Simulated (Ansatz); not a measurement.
# Calculated ⁶⁹Ga NMR of the central transition for GaN

Cell: a structure deposited in the COD, atoms as given.

```
CELL_PARAMETERS angstrom
3.18000 0.00000 0.00000
-1.59000 2.75396 0.00000
0.00000 0.00000 5.16600
ATOMIC_POSITIONS crystal
Ga 0.33333 0.66667 0.00000
Ga 0.66667 0.33333 0.50000
N 0.33333 0.66667 0.38500
N 0.66667 0.33333 0.88500
```

Sites (sets of like atoms) are named by element and the number of their first atom in this list.

All values are calculated (Ansatz; DFT, PBE, plane waves and PAW, scalar-relativistic, 420 eV cutoff, Γ-centred 11×11×6 k-points, Fermi–Dirac smearing 0.02 eV), not measured.

⁶⁹Ga has I = 3/2 and Q = 171.0 mb (Pyykkö 2018); at 16.4 T its Larmor frequency is ν₀ = 168.1 MHz. Only the quadrupole interaction is simulated: positions count from each site's isotropic chemical shift, and J coupling is left out, as are shift anisotropy and dipolar coupling, which fast spinning averages.

Question: Simulate the second-order pattern (fast magic-angle spinning, Gaussian broadening 2 kHz) of site Ga (4 N at 1.93–1.99 Å; also 1 N at 3.18 Å).

Answer: The calculation gives C_Q = 11.9 MHz and η = 0.00, so ν_Q = 5.94 MHz and the centre of gravity lies at -125 ppm (-21.0 kHz).

(offset (kHz), height): (-54.72, 0), (-53.43, 1), (-52.15, 3), (-50.86, 5), (-49.58, 5), (-48.29, 5), (-47.01, 5), (-45.72, 5), (-44.44, 5), (-43.15, 5), (-41.87, 5), (-40.58, 6), (-39.30, 6), (-38.01, 6), (-36.73, 6), (-35.44, 7), (-34.16, 19), (-32.87, 64), (-31.58, 74), (-30.30, 54), (-29.01, 45), (-27.73, 40), (-26.44, 38), (-25.16, 36), (-23.87, 35), (-22.59, 35), (-21.30, 35), (-20.02, 35), (-18.73, 36), (-17.45, 37), (-16.16, 38), (-14.88, 40), (-13.59, 43), (-12.31, 47), (-11.02, 55), (-9.73, 72), (-8.45, 100), (-7.16, 69), (-5.88, 11), (-4.59, 0)

An axis of threefold or higher order runs through Ga, so V_zz lies along it and η is zero.

At this cell the PBE pressure is 7 GPa, so with PBE the cell would grow if it were relaxed. The largest force is 0.4 eV/Å, so the atoms aren't at the calculated equilibrium and relaxing them would move these values.

Hardware: 1 thread of Intel Xeon Platinum 8488C (Sapphire Rapids) (x86_64; 16 cores open to the job, memory cap 3.0 GiB, no GPU), a shared host with a load of 0.4 a core. Wall time 6.3 s, CPU time 6.2 s, peak memory 0.45 GiB.
